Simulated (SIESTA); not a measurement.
Crystal: CuO (Tenorite).

```
Cu O
1.0
     2.34185   -1.71130    0.00000
     2.34185    1.71130    0.00000
    -0.85003    0.00000    5.05787
Cu O
2 2
Direct
  0.50000 0.00000 0.50000
  0.00000 0.50000 0.00000
  0.41840 0.58160 0.75000
  0.58160 0.41840 0.25000
```

* Program: SIESTA 5.4.2
* Task: single point
* Functional: PBEsol
* Potentials or basis: PseudoDojo 0.4 standard (PBEsol files)
* Basis: DZP (energy shift 0.003 Ry; two zetas on semicore shells)
* Grid cutoff: 800 Ry
* Energy shift: 0.003 Ry
* k mesh: 10 × 10 × 5
* Occupations: fermi-dirac, width 0.05 eV
* Spin: no spin polarisation

On this cell: pressure -1.5 GPa; largest force 0.206 eV/Å; band gap on the k mesh none (metal or under the smearing width).

The same run follows on a disturbed copy (atoms moved at random, drawn with an rms of 0.05 Å):

```
Cu O
1.0
     2.34185   -1.71130    0.00000
     2.34185    1.71130    0.00000
    -0.85003    0.00000    5.05787
Cu O
2 2
Direct
  0.50631 0.99109 0.50005
  0.99695 0.51187 0.00777
  0.41258 0.58217 0.75430
  0.57936 0.40935 0.25162
```

What does the disturbed cell give?

The energy (extrapolated to zero smearing) moves by +4.5 meV/atom; pressure -1.7 GPa; largest force 0.422 eV/Å; band gap on the k mesh none (metal or under the smearing width).

Forces in eV/Å, atoms in the order of the input:
```
Cu  -0.042  0.135  0.398
Cu  -0.191  0.033 -0.331
O    0.093 -0.334 -0.113
O    0.140  0.166  0.046
```

Stress tensor (GPa, compression positive):
```
-1.13 -0.22 -1.82
-0.22 -1.24 -0.48
-1.82 -0.48 -2.82
```

Caveats: short orbitals over semicore shells can move pressures by several GPa; the basis of atomic orbitals isn't converged, which shifts pressures, moduli and gaps; the run has no spin polarisation, though such a crystal can be magnetic; semilocal functionals often make such compounds metallic where correlation or magnetic order opens a gap, which also shifts bond lengths.
